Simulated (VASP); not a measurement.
Wanted: the native input for a VASP 6.6.1 run.

* Task: single point
* Functional: PBE
* Dispersion: D3(BJ)
* Potentials or basis: VASP PAW PBE potentials, release 64 (B, N)
* Cutoff: 520 eV
* k mesh: 12 × 12 × 1
* Occupations: gaussian, width 0.05 eV
* Spin: no spin polarisation
* Dipole correction: yes
* Further INCAR settings: ALGO = Fast; EDIFF = 1e-07; NBANDS = 16

The structure of BN lies in POSCAR:

```
BN
1.0
    2.5087622849      0.0000000000      0.0000000000
   -1.2543811425      2.1726518708      0.0000000000
    0.0000000000      0.0000000000     17.5000000000
B N
2 2
Direct
    0.0000000000      0.0000000000      0.2571428571
    0.0000000000      0.0000000000      0.4702857143
    0.6666666667      0.3333333333      0.2571428571
    0.6666666667      0.3333333333      0.4702857143
```

The cell isn't the ideal one: upper layer slid by (0/6, 0/6) of the cell.

The input as run:

INCAR

```
PREC = Accurate
ENCUT = 520
EDIFF = 1E-7
ISMEAR = 0
SIGMA = 0.05
LREAL = F
LASPH = T
NELM = 80
ALGO = Fast
ISIF = 2
LWAVE = F
LCHARG = F
LDIPOL = T
IDIPOL = 3
DIPOL = 0.5 0.5 0.364
GGA = PE
IVDW = 12
NBANDS = 16
```

KPOINTS

```
Automatic mesh
0
Gamma
  12 12 1
```

Potentials or basis: VASP PAW PBE potentials, release 64 (B, N).

Run with:

```bash
$ cat potpaw_PBE.64/B/POTCAR potpaw_PBE.64/N/POTCAR > POTCAR
$ mpirun -np 1 vasp_std > vasp.out
```

It gave:

```
Largest force              : 0.015 eV/Å
Band gap on the k mesh     : 4.24 eV, direct
Dispersion energy per atom : -0.098 eV
```

Run time: 35 s on 1 thread of Intel(R) Xeon(R) Platinum 8488C (Sapphire Rapids) (shared host), peak memory 0.22 GiB.
